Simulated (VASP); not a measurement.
# Sb (R-3m) in VASP: further runs

One crystal, Sb, is run at these levels: PBE+D3(BJ); tasks: relaxation of cell and atoms.

Everything below comes from runs of VASP 6.6.1. Logs are shortened: lines on timing, memory, paths and dates and some standing lists are left out, and cuts for length are marked.

## Step 1: The crystal as given

The structure is trigonal, space group R-3m (No. 166). Conventional cell: a = 4.373 Å, b = 4.373 Å, c = 11.392 Å, α = 90.00°, β = 90.00°, γ = 120.00°. Sb (site symmetry 3m) is surrounded by 6 Sb at 2.95 to 3.39 Å.

The cell was built by a generator and needn't be a form met in nature.

## Step 2: Relaxation of cell and atoms, PBE+D3(BJ)

Contents of INCAR:

```
SYSTEM = Sb
  PREC = Accurate
  ENCUT = 600
  EDIFF = 1E-6
  ISMEAR = 0
  SIGMA = 0.03
  LREAL = .FALSE.
  LASPH = .TRUE.
  NELM = 80
  ALGO = Normal
  ISIF = 3
  LWAVE = .FALSE.
  LCHARG = .FALSE.
  GGA = PE
  IVDW = 12
  IBRION = 2
  NSW = 90
  EDIFFG = -0.01
```

Contents of KPOINTS:

```
regular mesh
0
G
  9 9 7
  0 0 0
```

Contents of POSCAR:

```
Sb
1.0
    2.1864195500      1.2623299200      3.7971864100
   -2.1864195500      1.2623299200      3.7971864100
    0.0000000000     -2.5246598300      3.7971864100
Sb
2
Direct
    0.2340000000      0.2340000000      0.2340000000
    0.7660000000      0.7660000000      0.7660000000
```

Potentials or basis: VASP PAW PBE potentials, release 64 (Sb).

On the command line:

```
$ cat potpaw_PBE.64/Sb/POTCAR > POTCAR
$ mpirun -np 1 vasp_std > vasp.out
```

OUTCAR:

```text
SYSTEM = Sb
   PREC = Accurate
   ENCUT = 600
   EDIFF = 1E-6
   ISMEAR = 0
   LREAL = .FALSE.
   LASPH = .TRUE.
   NELM = 80
   ISIF = 3
   GGA = PE
   IVDW = 12
   IBRION = 2
   NSW = 90
   EDIFFG = -0.01
 IVDW          = 12

 ion  position               nearest neighbor table
   1  0.234  0.234  0.234-   2 2.95   2 2.95   2 2.95   2 3.39   2 3.39   2 3.39
   2  0.766  0.766  0.766-   1 2.95   1 2.95   1 2.95   1 3.39   1 3.39   1 3.39

  LATTYP: Found a trigonal (rhomboedric) cell.
 ALAT       =     4.5598828831
 COS(alpha) =     0.5401781296

  Lattice vectors:

 A1 = (   2.1864195500,   1.2623299200,   3.7971864100)
 A2 = (  -2.1864195500,   1.2623299200,   3.7971864100)
 A3 = (   0.0000000000,  -2.5246598300,   3.7971864100)

Analysis of symmetry for initial positions (statically):
=====================================================================
 Subroutine PRICEL returns:
 Original cell was already a primitive cell.

 Routine SETGRP: Setting up the symmetry group for a
 trigonal (rhombohedral) supercell.

 Subroutine GETGRP returns: Found 12 space group operations
 (whereof 12 operations were pure point group operations)
 out of a pool of 12 trial point group operations.

The static configuration has the point symmetry D_3d.

Analysis of symmetry for dynamics (positions and initial velocities):
=====================================================================
 Subroutine PRICEL returns:
 Original cell was already a primitive cell.

 Routine SETGRP: Setting up the symmetry group for a
 trigonal (rhombohedral) supercell.

 Subroutine GETGRP returns: Found 12 space group operations
 (whereof 12 operations were pure point group operations)
 out of a pool of 12 trial point group operations.

The dynamic configuration has the point symmetry D_3d.

 Subroutine INISYM returns: Found 12 space group operations
 (whereof 12 operations are pure point group operations),
 and found     1 'primitive' translations

----------------------------------------------------------------------------------------

                                     Primitive cell

  volume of cell :      62.8810

  direct lattice vectors                    reciprocal lattice vectors
     2.186419550  1.262329920  3.797186410     0.228684380  0.132030988  0.087784295
    -2.186419550  1.262329920  3.797186410    -0.228684380  0.132030988  0.087784295
     0.000000000 -2.524659830  3.797186410     0.000000000 -0.264061977  0.087784296

  length of vectors
     4.559882883  4.559882883  4.559882881     0.278271109  0.278271109  0.278271109

  position of ions in fractional coordinates (direct lattice)
     0.234000000  0.234000000  0.234000000
     0.766000000  0.766000000  0.766000000

  ion indices of the primitive-cell ions
   primitive index   ion index
                 1           1
                 2           2

----------------------------------------------------------------------------------------

 KPOINTS: regular mesh

Automatic generation of k-mesh.
 Grid dimensions read from file:
 generate k-points for:    9    9    7

 Generating k-lattice:

  Cartesian coordinates                     Fractional coordinates (reciprocal lattice)
     0.025409376  0.014670110  0.009753811     0.111111111 -0.000000000  0.000000000
    -0.025409376  0.014670110  0.009753811    -0.000000000  0.111111111  0.000000000
     0.000000000 -0.037723140  0.012540614     0.000000000  0.000000000  0.142857143

  Length of vectors
     0.030919012  0.030919012  0.039753016

  Shift w.r.t. Gamma in fractional coordinates (k-lattice)
     0.000000000  0.000000000  0.000000000

 -----------------------------------------------------------------------------
|                                                                             |
|           W    W    AA    RRRRR   N    N  II  N    N   GGGG   !!!           |
|           W    W   A  A   R    R  NN   N  II  NN   N  G    G  !!!           |
|           W    W  A    A  R    R  N N  N  II  N N  N  G       !!!           |
|           W WW W  AAAAAA  RRRRR   N  N N  II  N  N N  G  GGG   !            |
|           WW  WW  A    A  R   R   N   NN  II  N   NN  G    G                |
|           W    W  A    A  R    R  N    N  II  N    N   GGGG   !!!           |
|                                                                             |
|     Your reciprocal lattice and k-lattice belong to different lattice       |
|     classes:                                                                |
|                                                                             |
|        The reciprocal lattice is rhombohedral (trigonal),                   |
|        whereas your k-lattice is base-centered monoclinic.                  |
|                                                                             |
|     Results are often still useful ...                                      |
|                                                                             |
 -----------------------------------------------------------------------------

 WARNING: IBZKPT: internal override: KBLOWUP is changed to .FALSE.
      ... skipping the blow-up phase ...

 Subroutine IBZKPT returns following result:
 ===========================================

 Found    160 irreducible k-points:

 Following reciprocal coordinates:
            Coordinates               Weight
  0.000000  0.000000  0.000000      1.000000
  0.111111  0.000000  0.000000      4.000000
  0.222222 -0.000000 -0.000000      4.000000
  0.333333 -0.000000 -0.000000      4.000000
  0.444444 -0.000000 -0.000000      4.000000
  0.111111  0.111111  0.000000      2.000000
[... 16 lines left out ...]
 -0.333333  0.333333  0.000000      2.000000
  0.444444  0.444444 -0.000000      2.000000
 [... further k-points ...]
   k-points           NKPTS =    160   k-points in BZ     NKDIM =    160   number of bands    NBANDS=      9
   number of dos      NEDOS =    301   number of ions     NIONS =      2
   total plane-waves  NPLWV =  46656
   dimension x,y,z NGX =    36 NGY =   36 NGZ =   36
   dimension x,y,z NGXF=    72 NGYF=   72 NGZF=   72
   ions per type =               2
   NGX,Y,Z   is equivalent  to a cutoff of  13.13, 13.13, 13.13 a.u.
   NGXF,Y,Z  is equivalent  to a cutoff of  26.25, 26.25, 26.25 a.u.
 SYSTEM =  Sb
   PREC   = accura    normal or accurate (medium, high low for compatibility)
   ISTART =      0    job   : 0-new  1-cont  2-samecut
   ICHARG =      2    charge: 1-file 2-atom 10-const
   ISPIN  =      1    spin polarized calculation?
   LNONCOLLINEAR =      F non collinear calculations
   LSORBIT =      F    spin-orbit coupling
   LASPH  =      T    aspherical Exc in radial PAW
   ENCUT  =  600.0 eV  44.10 Ry    6.64 a.u.   9.11  9.11  9.11*2*pi/ulx,y,z
   NELM   =     80;   NELMIN=  2; NELMDL= -5     # of ELM steps
   EDIFF  = 0.1E-05   stopping-criterion for ELM
   LREAL  =      F    real-space projection
   EDIFFG = -.1E-01   stopping-criterion for IOM
   NSW    =     90    number of steps for IOM
   IBRION =      2    ionic relax: 0-MD 1-quasi-New 2-CG
   NFREE  =      1    steps in history (QN), initial steepest desc. (CG)
   ISIF   =      3    stress and relaxation
   ISYM   =      2    0-nonsym 1-usesym 2-fastsym
   POTIM  = 0.5000    time-step for ionic-motion
   TEBEG  =    0.0;   TEEND  =   0.0 temperature during run
   PSTRESS=    0.0 pullay stress
   NELECT =      10.0000    total number of electrons
   NUPDOWN=      -1.0000    fix difference up-down
   EMIN   =  10.00;   EMAX   =-10.00  energy-range for DOS
   EFERMI =   0.00;   METHOD = LEGACY
   ISMEAR =     0;   SIGMA  =   0.03  broadening in eV -4-tet -1-fermi 0-gaus
   EFERMI_NEDOS =   21; number of points for ismear=-14 and -15
   IALGO  =     38    algorithm
   IMIX   =      4    mixing-type and parameters
     AMIX     =   0.40;   BMIX     =  1.00
     AMIX_MAG =   1.60;   BMIX_MAG =  1.00
  volume/ion in A,a.u.               =      31.44       212.17
  Fermi-wavevector in a.u.,A,eV,Ry     =   0.886955  1.676102 10.703559  0.786689
  Thomas-Fermi vector in A             =   2.008190
   LORBIT       =      0    0 simple, 1 ext, 2 COOP (PROOUT), +10 PAW based schemes
   GGA     = PE    functional components
   LHFCALC =     F    Hartree Fock is set to
   AEXX    =    0.0000 exact exchange contribution
   IVDW    =    12    specifies the selected vdW correction
   LEPSILON=     F    determine dielectric tensor
   LRPA    =     F    only Hartree local field effects (RPA)
 conjugate gradient relaxation of ions
 non-spin polarized calculation
 Gauss-broadening in eV      SIGMA  =   0.03
  energy-cutoff  :      600.00
  volume of cell :       62.88
 maximum number of plane-waves:      2115
   NGX = 19   NGY = 19   NGZ = 19

--------------------------------------- Ionic step        1  -------------------------------------------

 number of electron      10.0000000 magnetization

 Free energy of the ion-electron system (eV)
  ---------------------------------------------------
  ext. energy  EPLUGINS =         0.00000000
  ---------------------------------------------------
  free energy    TOTEN  =        -8.27229071 eV

  energy without entropy =       -8.27228464  energy(sigma->0) =       -8.27228767

------------------------ aborting loop because EDIFF is reached ----------------------------------------

 Edisp (eV)   -0.90646

 E8    (eV) :    -0.4229
[... 105 lines left out ...]
  FREE ENERGIE OF THE ION-ELECTRON SYSTEM (eV)
  ---------------------------------------------------
  free  energy   TOTEN  =        -9.1951795223 eV

  energy  without entropy=       -9.1950947916  energy(sigma->0) =       -9.19513716

[... ionic steps 4 to 7 ...]

--------------------------------------- Ionic step        8  -------------------------------------------

 number of electron      10.0000000 magnetization

------------------------ aborting loop because EDIFF is reached ----------------------------------------
[... 75 lines left out ...]
--------------------------------------- Ionic step       10  -------------------------------------------

 number of electron      10.0000000 magnetization

 Free energy of the ion-electron system (eV)
  ---------------------------------------------------
  ext. energy  EPLUGINS =         0.00000000
  ---------------------------------------------------
  free energy    TOTEN  =        -8.24132396 eV

  energy without entropy =       -8.24115540  energy(sigma->0) =       -8.24123968

 E-fermi :   7.3947     XC(G=0):  -9.6082

 val. band max:        7.3596986411   @ k =   0.4444   0.4444   0.4286
 cond. band min:       7.3963747154   @ k =   0.3333   0.1111   0.1429
 fundamental gap:      0.0366760743
 Fermi energy:         7.3946667422

 k-point     1 :       0.0000    0.0000    0.0000
  band No.  band energies     occupation
      1      -5.3127      2.00000
      2       2.7466      2.00000
      3       5.4665      2.00000
      4       5.6003      2.00000
      5       5.6003      2.00000
      6       9.8122      0.00000
      7      10.2728      0.00000
      8      10.2728      0.00000
      9      12.3526      0.00000
[... 265 lines left out ...]
 k-point    24 :       0.4444    0.4444   -0.0000
  band No.  band energies     occupation
      1      -3.0422      2.00000
      2      -0.3455      2.00000
      3       2.0321      2.00000
      4       3.7066      2.00000
      5       3.7349      2.00000
      6       9.1020      0.00000
      7      12.4126      0.00000
      8      12.7915      0.00000
      9      14.1014      0.00000

 [... further k-points ...]

------------------------ aborting loop because EDIFF is reached ----------------------------------------

 Edisp (eV)   -0.96015

 E8    (eV) :    -0.4480
[... 25 lines left out ...]
  FREE ENERGIE OF THE ION-ELECTRON SYSTEM (eV)
  ---------------------------------------------------
  free  energy   TOTEN  =        -9.2014771426 eV

  energy  without entropy=       -9.2013085784  energy(sigma->0) =       -9.20139286

 reached required accuracy - stopping structural energy minimisation
```

Run time: 2.4 min. Hardware: 1 thread of Intel Xeon 6975P-C (Granite Rapids), shared host; peak memory 0.29 GiB.

Results:

| Quantity | Value |
| --- | --- |
| Free energy | -9.2015 eV |
| Relaxed volume | 29.75 Å³/atom |
| Relaxed cell | a = 4.441 Å, b = 4.441 Å, c = 4.441 Å, α = 58.29°, β = 58.29°, γ = 58.29° |
| Space group after relaxing (to 0.05 Å) | R-3m (No. 166) |
| Energy gained by relaxing | 11.4 meV/atom |
| Ionic steps | 10 |
| Pressure after relaxing | 0.0 GPa |
| Largest force after relaxing | 0.007 eV/Å |
| Band gap on the k mesh | none (metal or under the smearing width) |
| Dispersion energy per atom | -0.480 eV |

Forces in eV/Å, atoms in the order of the input:
```
Sb   0.000  0.000  0.007
Sb   0.000  0.000 -0.007
```

The path:
```
step  energy change (eV)  largest force (eV/Å)  pressure (GPa)  volume (Å³)
   1              0.0000                0.0234           -2.10        62.88
   2             -0.0113                0.2961            1.29        59.20
   3             -0.0164                0.1774           -0.01        60.48
   4             -0.0191                0.1228            0.01        60.21
   5             -0.0221                0.0007            0.07        59.56
   6             -0.0222                0.0126            0.08        59.49
   7             -0.0226                0.0145           -0.11        59.63
   8             -0.0226                0.0152           -0.16        59.67
   9             -0.0226                0.0250            0.12        59.37
  10             -0.0227                0.0074            0.00        59.50
```

Final structure:
```
CELL_PARAMETERS angstrom
2.16279 1.24869 3.67196
-2.16279 1.24869 3.67196
0.00000 -2.49738 3.67196
ATOMIC_POSITIONS crystal
Sb 0.23660 0.23660 0.23660
Sb 0.76340 0.76340 0.76340
```

Caveat: pairwise dispersion overbinds metals, which lowers pressure and volume. The run has no spin-orbit coupling, so splittings on Sb are missing.

[end of part 1 of 2]
